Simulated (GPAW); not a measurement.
Crystal: SrO.

```
Sr O
1.0
     0.00000    2.56630    2.56630
     2.56630    0.00000    2.56630
     2.56630    2.56630    0.00000
Sr O
1 1
Direct
  0.50000 0.50000 0.50000
  0.00000 0.00000 0.00000
```

Program: GPAW 26.7.0. Alike in all runs: task band structure; no spin polarisation; cell as given; k mesh 9 × 9 × 9; cutoff (eV) 800; smearing fermi-dirac 0.05 eV.

Problem. Order these runs on this cell by their band gap on the k mesh, lowest first.
A. level BLYP; potentials or basis PAW data sets generated in the run's folder for this functional, pw; eigensolver davidson
B. level PBEsol; potentials or basis PAW data sets generated in the run's folder for this functional, pw
C. level r2SCAN; potentials or basis GPAW PAW data sets (gpaw-data 1.2.1), pw

Solution. B (3.31 eV), A (3.55 eV), C (3.89 eV).

A k mesh can miss the band edges.
